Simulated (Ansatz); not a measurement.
TaC (Fm-3m)

All numbers below come from Ansatz, DFT r2SCAN, scalar-relativistic, plane waves, PAW.

Settings: cutoff 500 eV, Γ-centred mesh 16×16×16 on the computed 2-atom cell, Gaussian smearing of 0.10 eV; no spin polarisation.

The structure is relaxed at this level of theory with its symmetry kept.

Symmetry: Fm-3m, No. 225, cubic system. The conventional cell has a = 4.462 Å, b = 4.462 Å, c = 4.462 Å, α = 90.00°, β = 90.00°, γ = 90.00°. Ta (site symmetry m-3m) is surrounded by 6 C at 2.23 Å. C (site symmetry m-3m) has 6 Ta at 2.23 Å as nearest neighbours.

```
Volume per atom                                                   : 11.10 Å³
Formation energy from the elements' standard states (uncorrected) : -0.691 eV/atom
Generalised Kohn–Sham band gap                                    : none (metal)
Density of states at the Fermi level                              : 0.60 states/eV per cell
Löwdin character within 0.5 eV of the Fermi level                 : Ta 5d 72 %, C 2p 23 %
Bulk modulus                                                      : 339 GPa
Its pressure derivative                                           : 4.2
Bader charges (e)                                                 : Ta (1 in the cell) 2.01, C (1 in the cell) -2.01
```

Spin-orbit coupling is left out, which matters for the bands of heavy elements.

Cost: 6 runs of about 1.4 core-minutes in all, on Intel Xeon Platinum 8259CL (Skylake/Cascade Lake) (shared hosts).